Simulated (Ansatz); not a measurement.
# LaGaS3 in R-3c, a phase reached by a soft mode: following an unstable mode, part 2 of 3

Wanted: the energy along a soft mode of LaGaS3 in R-3c, a phase reached by a soft mode and the structure at the end.

Ansatz 0.2.0; DFT PBEsol, scalar-relativistic, plane waves, PAW; PAW set soft_1.

So far. Step 2 (Zone-centre response): Before it was imposed, the acoustic sum rule was missed by 2.1e-4 eV/Å² and the charge sum rule by 0.016 e. Small misses are needed for a sound result but don't prove that mesh and cutoff are converged. The lowest optical mode is imaginary, 43.1i cm⁻¹, so the energy falls along it. Step 3 (The mode frozen in, largest atomic shift 0 Å): At this level the gap is 0.45 eV on the k-mesh of the self-consistent run, which can miss the band edges.

The structure was built from a prototype and need not be the compound's stable phase.

### Step 4. The mode frozen in, largest atomic shift 0.14 Å

The atoms are moved along the unstable eigenvector, the largest shift by 0.14 Å, with the cell fixed.

input.yaml reads:

```yaml
crystal:
  lattice:
    - [3.4251140908, 1.9774905423, 5.056606617]
    - [-3.4251140908, 1.9774905423, 5.056606617]
    - [0.0, -3.9549810846, 5.056606617]
  atoms:
    - { symbol: La, position: [0.2469171795, 0.2515414102, 0.2515414102] }
    - { symbol: La, position: [0.7469171795, 0.7515414102, 0.7515414102] }
    - { symbol: Ga, position: [0.496460485, 0.5001600373, 0.5033794777] }
    - { symbol: Ga, position: [-0.003539515, 0.0033794777, 0.0001600373] }
    - { symbol: S, position: [0.8375519365, 0.2388244584, 0.6631024636] }
    - { symbol: S, position: [0.1611514479, 0.7388244584, 0.3395029522] }
    - { symbol: S, position: [0.3375519365, 0.1631024636, 0.7388244584] }
    - { symbol: S, position: [0.6611514479, 0.8395029522, 0.2388244584] }
    - { symbol: S, position: [0.7723510832, 0.3375458442, 0.1611453556] }
    - { symbol: S, position: [0.2723510832, 0.6611453556, 0.8375458442] }
kpoints:
  mp_grid: { grid: [6, 6, 6] }
hamiltonian:
  xc: pbesol
  pseudopotentials: { kind: paw, azcp: { folder: soft_1 }, xc_functional: pbe }
scf:
  occupations: { method: gaussian, width: 0.02 }
output:
  forces: true
  stress: true
  eigenvalues: true
```

Started as:

```
> ansatz run input.yaml --threads 8 --pin off --max-ram 16384MiB --backend cpu --events-out ev --progress --plain --runs-dir out
```

Numbers of over 12 decimals in the logs are rounded to 6 here.

What it wrote:

```text
[...]
Crystal: 10 atoms, lattice volume = 205.494 Å³
Basis set: ecut = 420 eV, 4043 PW (Γ), exchange–correlation on 90×90×90 points (8 copies of the dense FFT grid, shifted against one another)
Bands: 52, of which v1, the nominal top of the filled ones, is band 42 counted from 1 (41 counted from 0)
Symmetry: 2 space group operations
[...]
k-points: 68 of 216 (time reversal used)
[...]
k-point 0: bands = [... 38 lower, 8.2271, 8.6799, 8.6919, 9.1937, 9.7456, 11.2369, 11.4602, 11.4726, ... 4 higher]
  k-point 1: bands = [... 38 lower, 8.2148, 8.5349, 8.6549, 9.0696, 9.8046, 11.3060, 11.4444, 11.4822, ... 4 higher]
  k-point 2: bands = [... 38 lower, 8.1077, 8.1935, 8.6306, 8.9485, 10.0803, 11.1825, 11.4526, 11.4882, ... 4 higher]
  k-point 67: bands = [... 38 lower, 7.5846, 7.5846, 7.6243, 7.6243, 10.7500, 10.7500, 11.5899, 11.5899, ... 4 higher]
[key lines of the parts left out:]
SCF converged after 10 iterations
Free energy (F): -25131.922341 eV
Fermi energy:    9.469645 eV
P = ⅓ Tr σ = 0.1847 GPa (1.847 kbar)
```

Wall time 15 s (8 threads of Arm Neoverse V1, shared host); peak memory 1 GiB; 1.9 min of CPU time.

Numbers from this step:

```yaml
pressure: 0.1847 GPa
gap_on_the_k_mesh: 0.5519 eV
energy_from_the_undistorted_cell: -0.422 meV/atom
```

The energy, extrapolated to zero smearing, is -0.42 meV/atom against the undistorted cell.

The run ends at a pressure of 0.18 GPa, with forces up to 0.024 eV/Å.

### Step 5. Energy along the mode, all amplitudes (two of the runs are shown above)

An imaginary frequency means negative curvature, so the energy should fall and then rise again as anharmonic terms take over.

Numbers from this step:

```yaml
depth_at_the_lowest_point_sampled: 0.422 meV/atom
largest_atomic_shift_at_that_point: 0.14 Å
```

Energy from the parent against largest atomic shift:

```
largest atomic shift (Å)  energy from the parent (meV/atom)
                   0.000                                  0
                   0.040                             -0.056
                   0.080                               -0.2
                   0.140                             -0.422
                   0.220                              -0.06
                   0.320                               3.55
                   0.450                               19.5
```

Displacement at unit largest shift by atom:

```
atom  x (Å)  y (Å)  z (Å)  size
 La1  -0.11  -0.07   0.00  0.13
 La2  -0.11  -0.07   0.00  0.13
 Ga3  -0.09  -0.14   0.00  0.17
 Ga4  -0.17  -0.01   0.00  0.17
  S5   0.26  -0.20  -0.38  0.50
  S6   0.26  -0.20  -0.38  0.50
  S7  -0.05   0.33  -0.38  0.50
  S8  -0.05   0.33  -0.38  0.50
  S9   0.56   0.33   0.76  1.00
 S10   0.56   0.33   0.76  1.00
```

The lowest of the steps tried is at 0.14 Å, 0.422 meV/atom below the parent; the bottom of the well need not coincide with a step.

### Step 6. Relaxing from the distorted cell

Starting from the lowest point found, all atoms and the cell are let go, so that strain and other modes of the same symmetry can join in.

Edit input.yaml of step 4 so:

```diff
@@ -22,3 +22,3 @@
 scf:
-  occupations: { method: gaussian, width: 0.02 }
+  occupations: { method: fixed }
 output:
@@ -27 +27,6 @@
   eigenvalues: true
+relax:
+  adjacent_minimum: "off"
+  f_tol: 0.002
+  max_steps: 120
+  cell: { stress_tol: 0.03 }
```

What it wrote:

```text
[...]
Crystal: 10 atoms, lattice volume = 205.494 Å³
Basis set: ecut = 420 eV, 4043 PW (Γ), exchange–correlation on 90×90×90 points (8 copies of the dense FFT grid, shifted against one another)
Bands: 52, of which v1, the nominal top of the filled ones, is band 42 counted from 1 (41 counted from 0)
Symmetry: 2 space group operations
[...]
k-points: 68 of 216 (time reversal used)
[...]
SCF iter   1: F=—  HF=-25133.827736 eV  |F-HF|=—  |Δ(HF+E_count)|=         —  Δρ=4.77e-2  dr2=9.20e0  ethr=3.10e-3  ⟨swp⟩=5.6  Hψ=13665  notcnv=0  defer=98
[...]
SCF iter   9: F=-25131.922341 eV  HF=-25131.922341 eV  |F-HF|=1.10e-8  |Δ(HF+E_count)|=   1.70e-8  Δρ=3.97e-6  dr2=4.04e-8  ethr=1.19e-10  ⟨swp⟩=19.1  Hψ=28799  notcnv=0
SCF 1 converged in 9 iterations: F = -25131.922341 eV  dr2 = 4.04e-8
[...]
relax step   1: F+E_penalty+E_count = -25131.92234141 eV  Δ(F+E_penalty+E_count) = +0.000e0 eV  max|allowed force component| = 2.123e-2 eV/Å  Δτ_max = 0.0000 Å  P = +0.185 GPa  Ω = 205.494 Å³  (9 SCF iters, dr2 threshold 1.00e-7 eV, accepted)
Crystal: 10 atoms, lattice volume = 206.199 Å³
Basis set: ecut = 420 eV, 4055 PW (Γ), exchange–correlation on 90×90×90 points (8 copies of the dense FFT grid, shifted against one another)
[...]
iter 1 solved again at ethr=1.64e-6 eV; its pass at ethr=3.10e-3 eV (dr2=1.38e-3 eV) is discarded
[...]
SCF iter   5: F=-25131.923416 eV  HF=-25131.923417 eV  |F-HF|=2.87e-7  |Δ(HF+E_count)|=   1.32e-8  Δρ=9.67e-6  dr2=1.58e-7  ethr=4.45e-10  ⟨swp⟩=19.4  Hψ=28907  notcnv=0
SCF 2 converged in 5 iterations: F = -25131.923416 eV  dr2 = 1.58e-7
[...]
relax step   2: F+E_penalty+E_count = -25131.92341623 eV  Δ(F+E_penalty+E_count) = -1.075e-3 eV  max|allowed force component| = 4.251e-2 eV/Å  Δτ_max = 0.0083 Å  P = -0.081 GPa  Ω = 206.199 Å³  energy of the carried Pulay correction = -1.150e-4 eV  (5 SCF iters, dr2 threshold 3.74e-7 eV, accepted)
Crystal: 10 atoms, lattice volume = 206.222 Å³
Basis set: ecut = 420 eV, 4059 PW (Γ), exchange–correlation on 90×90×90 points (8 copies of the dense FFT grid, shifted against one another)
[...]
SCF iter   5: F=-25131.924200 eV  HF=-25131.924200 eV  |F-HF|=2.29e-8  |Δ(HF+E_count)|=   1.10e-7  Δρ=4.08e-6  dr2=3.22e-8  ethr=1.34e-10  ⟨swp⟩=17.3  Hψ=27976  notcnv=0
SCF 3 converged in 5 iterations: F = -25131.924200 eV  dr2 = 3.22e-8
relax step   3: F+E_penalty+E_count = -25131.92419956 eV  Δ(F+E_penalty+E_count) = -7.833e-4 eV  max|allowed force component| = 4.172e-2 eV/Å  Δτ_max = 0.0075 Å  P = -0.069 GPa  Ω = 206.222 Å³  energy of the carried Pulay correction = -1.188e-4 eV  (5 SCF iters, dr2 threshold 1.13e-7 eV, accepted)
[... from here on, the SCF cycles and remarks between the steps are left out ...]
relax step   4: F+E_penalty+E_count = -25131.92784031 eV  Δ(F+E_penalty+E_count) = -3.641e-3 eV  max|allowed force component| = 6.889e-2 eV/Å  Δτ_max = 0.0532 Å  P = +0.025 GPa  Ω = 206.370 Å³  energy of the carried Pulay correction = -1.429e-4 eV  (6 SCF iters, dr2 threshold 1.09e-7 eV, accepted)
relax step   5: F+E_penalty+E_count = -25131.93351318 eV  Δ(F+E_penalty+E_count) = -5.673e-3 eV  max|allowed force component| = 1.348e-1 eV/Å  Δτ_max = 0.1079 Å  P = +0.006 GPa  Ω = 207.552 Å³  energy of the carried Pulay correction = -3.348e-4 eV  (7 SCF iters, dr2 threshold 2.97e-7 eV, accepted)
relax step   6: F+E_penalty+E_count = -25131.94114892 eV  Δ(F+E_penalty+E_count) = -7.636e-3 eV  max|allowed force component| = 7.328e-2 eV/Å  Δτ_max = 0.0218 Å  P = +0.013 GPa  Ω = 207.619 Å³  energy of the carried Pulay correction = -3.457e-4 eV  (5 SCF iters, dr2 threshold 1.00e-6 eV, accepted)
relax step   7: F+E_penalty+E_count = -25131.94658170 eV  Δ(F+E_penalty+E_count) = -5.433e-3 eV  max|allowed force component| = 6.302e-2 eV/Å  Δτ_max = 0.0664 Å  P = +0.024 GPa  Ω = 208.019 Å³  energy of the carried Pulay correction = -4.104e-4 eV  (7 SCF iters, dr2 threshold 3.36e-7 eV, accepted)
relax step   8: F+E_penalty+E_count = -25131.94704671 eV  Δ(F+E_penalty+E_count) = -4.650e-4 eV  max|allowed force component| = 6.218e-2 eV/Å  Δτ_max = 0.0145 Å  P = +0.092 GPa  Ω = 207.937 Å³  energy of the carried Pulay correction = -3.971e-4 eV  (6 SCF iters, dr2 threshold 2.48e-7 eV, accepted)
relax step   9: F+E_penalty+E_count = -25131.93168222 eV  Δ(F+E_penalty+E_count) = +1.536e-2 eV  max|allowed force component| = 9.177e-2 eV/Å  Δτ_max = 0.1230 Å  P = -0.204 GPa  Ω = 207.382 Å³  energy of the carried Pulay correction = -3.073e-4 eV  (8 SCF iters, dr2 threshold 2.42e-7 eV, rejected (line search))
relax step  10: F+E_penalty+E_count = -25131.94904460 eV  Δ(F+E_penalty+E_count) = -1.998e-3 eV  max|allowed force component| = 1.226e-2 eV/Å  Δτ_max = 0.0184 Å  P = +0.067 GPa  Ω = 207.856 Å³  energy of the carried Pulay correction = -3.839e-4 eV  (11 SCF iters, accepted)
relax step  11: F+E_penalty+E_count = -25131.94890518 eV  Δ(F+E_penalty+E_count) = +1.394e-4 eV  max|allowed force component| = 2.500e-2 eV/Å  Δτ_max = 0.0072 Å  P = -0.070 GPa  Ω = 208.144 Å³  energy of the carried Pulay correction = -4.305e-4 eV  (5 SCF iters, dr2 threshold 1.97e-8 eV, rejected (line search))
relax step  12: F+E_penalty+E_count = -25131.94918489 eV  Δ(F+E_penalty+E_count) = -1.403e-4 eV  max|allowed force component| = 1.910e-3 eV/Å  Δτ_max = 0.0036 Å  P = -0.004 GPa  Ω = 207.995 Å³  energy of the carried Pulay correction = -4.064e-4 eV  (8 SCF iters, accepted)
[...]
SCF iter   6: F=-25131.949684 eV  HF=-25131.949684 eV  |F-HF|=2.18e-11  |Δ(HF+E_count)|=  3.35e-10  Δρ=1.21e-7  dr2=1.34e-11  ethr=1.00e-12  ⟨swp⟩=19.2  Hψ=24286  notcnv=0
SCF 13 converged in 6 iterations: F = -25131.949684 eV  dr2 = 1.34e-11
relax step  13: F+E_penalty+E_count = -25131.94968377 eV  Δ(F+E_penalty+E_count) = -4.989e-4 eV  max|allowed force component| = 1.916e-3 eV/Å  Δτ_max = 0.0000 Å  P = -0.003 GPa  Ω = 207.995 Å³  stress off target by 1.72e-2 GPa  SCF on the basis re-selected at this cell (its energy is not comparable with the rows above)  (6 SCF iters)
basis re-selected at this cell: Δ(F+E_penalty+E_count) = -4.989e-4 eV, ΔP = +0.001 GPa vs the last step (what re-selecting the basis moved, of the pressure what is left beyond the Pulay correction that the steps carried, after the strain that the cell walked since its last selection, with what the two solves' SCF thresholds leave and, on support functions, any second-order correction that the steps lacked; it is no m [...]
SCF converged after 6 iterations
Free energy (F): -25131.949684 eV
[...]
Internal energy: -25131.949684 eV  (E = F + TS)
E sigma→0 (E₀):  -25131.949684 eV
Fermi energy:    8.830290 eV
[...]
--- Forces (eV/Å), atoms counted from 1 ---
  atom   1  La    -0.00137886    -0.00035319     0.00015717
  atom   2  La    -0.00099530    -0.00101753     0.00015717
  atom   3  Ga     0.00136423     0.00061339    -0.00110606
  atom   4  Ga     0.00121333     0.00087476    -0.00110606
  atom   5  S      0.00015177    -0.00008752     0.00114814
  atom   6  S     -0.00139537     0.00054948    -0.00052077
  atom   7  S      0.00000010     0.00017520     0.00114814
  atom   8  S     -0.00022182    -0.00148317    -0.00052077
  atom   9  S     -0.00026493     0.00191615     0.00032146
  atom  10  S      0.00152697    -0.00118751     0.00032146
  max |Σ_I F_I| component: 1.25e-7 eV/Å
--- Stress (GPa, compression-positive) ---
       -0.005609      -0.005810       0.009239
       -0.005810       0.001101       0.005334
        0.009239       0.005334      -0.003260
  P = ⅓ Tr σ = -0.0026 GPa (-0.026 kbar)
--- Band table (eV; the first three rows and the last of 68) ---
  k-point 0: bands = [... 38 lower, 8.0527, 8.4113, 8.4225, 8.8303, 9.5919, 11.1801, 11.2823, 11.3359, ... 6 higher]
  k-point 1: bands = [... 38 lower, 8.0390, 8.2888, 8.4010, 8.7054, 9.6445, 11.1599, 11.2776, 11.3619, ... 6 higher]
  k-point 2: bands = [... 38 lower, 7.9446, 8.1184, 8.2910, 8.5911, 9.8320, 10.9288, 11.2710, 11.3590, ... 6 higher]
  k-point 67: bands = [... 38 lower, 7.4622, 7.4622, 7.6475, 7.6475, 10.6083, 10.6083, 11.4203, 11.4203, ... 6 higher]
--- Relaxed structure (12 steps of the walk, 10 accepted, 1 SCFs on fresh bases) ---
  F+E_penalty+E_count = -25131.94968377 eV   max|allowed force component| = 1.916e-3 eV/Å   (the final SCF, on the basis selected at the relaxed cell)
  cell:  # Å, volume = 207.9949 Å³
    - [3.554574, 2.052234, 5.200312]
    - [-3.338022, 1.977607, 5.082814]
    - [0.043647, -3.879615, 5.082814]
  atoms:
    - { symbol: La, position: [0.236747, 0.235647, 0.262765] }
    - { symbol: La, position: [0.736747, 0.762765, 0.735647] }
    - { symbol: Ga, position: [0.491564, 0.501855, 0.501705] }
    - { symbol: Ga, position: [-0.00843619, 0.00170502, 0.00185486] }
    - { symbol: S, position: [0.833451, 0.213007, 0.674678] }
    - { symbol: S, position: [0.161786, 0.761068, 0.335528] }
    - { symbol: S, position: [0.333451, 0.174678, 0.713007] }
    - { symbol: S, position: [0.661786, 0.835528, 0.261068] }
    - { symbol: S, position: [0.790884, 0.345374, 0.153941] }
    - { symbol: S, position: [0.290884, 0.653941, 0.845374] }
```

It took 2.8 min on 8 threads; peak memory 1.1 GiB; 22 min of CPU time.

Relaxation path:

```
step  energy less that of the first step (eV)  largest force component (eV/Å)  pressure (GPa)  volume (Å³)
   1                                   0.0000                          0.0212            0.18       205.49
   2                                  -0.0011                          0.0425           -0.08       206.20
   3                                  -0.0019                          0.0417           -0.07       206.22
   4                                  -0.0055                          0.0689            0.03       206.37
   5                                  -0.0112                          0.1348            0.01       207.55
   6                                  -0.0188                          0.0733            0.01       207.62
   7                                  -0.0242                          0.0630            0.02       208.02
   8                                  -0.0247                          0.0622            0.09       207.94
   9                                  -0.0093                          0.0918           -0.20       207.38
  10                                  -0.0267                          0.0123            0.07       207.86
  11                                  -0.0266                          0.0250           -0.07       208.14
  12                                  -0.0268                          0.0019            0.00       207.99
 13*                                  -0.0273                          0.0019            0.00       207.99
```

Relaxation steps marked * repeat the geometry before them on a plane-wave basis chosen anew for their cell, so energy and pressure can jump there. Relaxation steps 9, 11 were tried and not accepted.

Forces are held to the 2 operations that the run works with; a distortion that breaks them can't arise in this run.

```
     cell as run  before  after  change
           a (Å)   6.420  6.625  +3.2 %
           b (Å)   6.420  6.394  -0.4 %
           c (Å)   6.420  6.394  -0.4 %
           α (°)   64.49  63.86  -1.0 %
           β (°)   64.49  63.92  -0.9 %
           γ (°)   64.49  63.92  -0.9 %
volume (Å³/atom)   20.55  20.80  +1.2 %
```

The atoms that moved most (Å, as changes of fractional coordinates times the final cell):

```
atom      dx      dy      dz  length
  S5   0.072  -0.104  -0.094   0.158
  S7  -0.054   0.115  -0.094   0.158
  S8   0.016  -0.093   0.096   0.135
  S6  -0.072   0.061   0.096   0.135
  S9   0.039   0.081   0.100   0.135
 S10   0.090  -0.007   0.100   0.135
 La1   0.017  -0.096  -0.077   0.124
 La2  -0.074   0.063  -0.077   0.124
```

Final coordinates:

```cif
data_structure
_symmetry_space_group_name_H-M 'P 1'
_symmetry_Int_Tables_number 1
_cell_length_a 6.6249
_cell_length_b 6.3944
_cell_length_c 6.3944
_cell_angle_alpha 63.855
_cell_angle_beta 63.917
_cell_angle_gamma 63.917
_cell_volume 207.99
loop_
_atom_site_label
_atom_site_type_symbol
_atom_site_fract_x
_atom_site_fract_y
_atom_site_fract_z
_atom_site_occupancy
La1 La 0.23675 0.23565 0.26277 1
La2 La 0.73675 0.76277 0.73565 1
Ga3 Ga 0.49156 0.50185 0.50171 1
Ga4 Ga 0.99156 0.00171 0.00185 1
S5 S 0.83345 0.21301 0.67468 1
S6 S 0.16179 0.76107 0.33553 1
S7 S 0.33345 0.17468 0.71301 1
S8 S 0.66179 0.83553 0.26107 1
S9 S 0.79088 0.34537 0.15394 1
S10 S 0.29088 0.65394 0.84537 1
```

Numbers from this step:

* pressure: -0.002589 GPa
* gap on the k-mesh: 0.7616 eV
* volume per atom: 20.80 Å³

The distorted start has space group Cc; the relaxation ends in Cc.

### Step 7. The new phase in its own primitive cell

The relaxed structure is symmetrised, reduced to its primitive cell and relaxed tightly, as its phonons need.

input.yaml reads:

```yaml
crystal:
  lattice:
    - [5.4270281292, -3.3816691725, 0.0]
    - [5.4270281292, 3.3816691725, 0.0]
    - [-3.4319870016, 0.0, 5.6666899255]
  atoms:
    - { symbol: La, position: [0.7627651374, 0.2356466345, 0.7632528789] }
    - { symbol: La, position: [0.2356466345, 0.7627651374, 0.2632528789] }
    - { symbol: Ga, position: [0.0017050173, 0.5018548586, 0.5084361869] }
    - { symbol: Ga, position: [0.5018548586, 0.0017050173, 0.0084361869] }
    - { symbol: S, position: [0.1746784248, 0.2130065823, 0.1665491665] }
    - { symbol: S, position: [0.8355276905, 0.7610680196, 0.8382135682] }
    - { symbol: S, position: [0.2130065823, 0.1746784248, 0.6665491665] }
    - { symbol: S, position: [0.7610680196, 0.8355276905, 0.3382135682] }
    - { symbol: S, position: [0.653941286, 0.3453742166, 0.2091160674] }
    - { symbol: S, position: [0.3453742166, 0.653941286, 0.7091160674] }
kpoints:
  mp_grid: { grid: [4, 4, 4] }
hamiltonian:
  xc: pbesol
  pseudopotentials: { kind: paw, azcp: { folder: soft_1 }, xc_functional: pbe }
scf:
  occupations: { method: fixed }
output:
  forces: true
  stress: true
  eigenvalues: true
relax:
  adjacent_minimum: "off"
  f_tol: 0.001
  max_steps: 60
  cell: { stress_tol: 0.01 }
```

What it wrote:

```text
[...]
Crystal: 10 atoms, lattice volume = 207.995 Å³
Basis set: ecut = 420 eV, 4071 PW (Γ), exchange–correlation on 90×90×90 points (8 copies of the dense FFT grid, shifted against one another)
Bands: 52, of which v1, the nominal top of the filled ones, is band 42 counted from 1 (41 counted from 0)
Symmetry: 2 space group operations
[...]
k-points: 24 of 64 (time reversal used)
[...]
- { symbol: Ga, position: [0.00143834, 0.501826, 0.508567] }
    - { symbol: Ga, position: [0.501826, 0.00143834, 0.00856692] }
    - { symbol: S, position: [0.174800, 0.213156, 0.166655] }
    - { symbol: S, position: [0.835742, 0.760571, 0.838293] }
    - { symbol: S, position: [0.213156, 0.174800, 0.666655] }
    - { symbol: S, position: [0.760571, 0.835742, 0.338293] }
    - { symbol: S, position: [0.653837, 0.345512, 0.208602] }
    - { symbol: S, position: [0.345512, 0.653837, 0.708602] }
[key lines of the parts left out:]
SCF converged after 6 iterations
Free energy (F): -25131.946811 eV
Fermi energy:    8.833802 eV
P = ⅓ Tr σ = 0.0017 GPa (0.017 kbar)
```

Wall time 36 s (8 threads); peak memory 0.92 GiB.

Little changed from the start: no atom moved by 0.005 Å and no cell edge by 0.1 %.

Numbers from this step:

```
pressure           : 0.001671 GPa
gap on the k-mesh  : 0.7652 eV
direct gap on mesh : 0.7652 eV
```

The largest force component left is 0.56 meV/Å and the pressure is 0.002 GPa, within the tolerances set. The cell now holds 20.80 Å³/atom.

[end of part 2 of 3]

[Logs are printed without paths, hosts, clocks, repeated set-up lines and the standing remarks that a program may print on its own settings, such as how far it seeks lower states.]

[Hosts, paths, dates, database ids (printed as entryN), source tags and the programs' standing remarks are cut or masked in the printed files.]
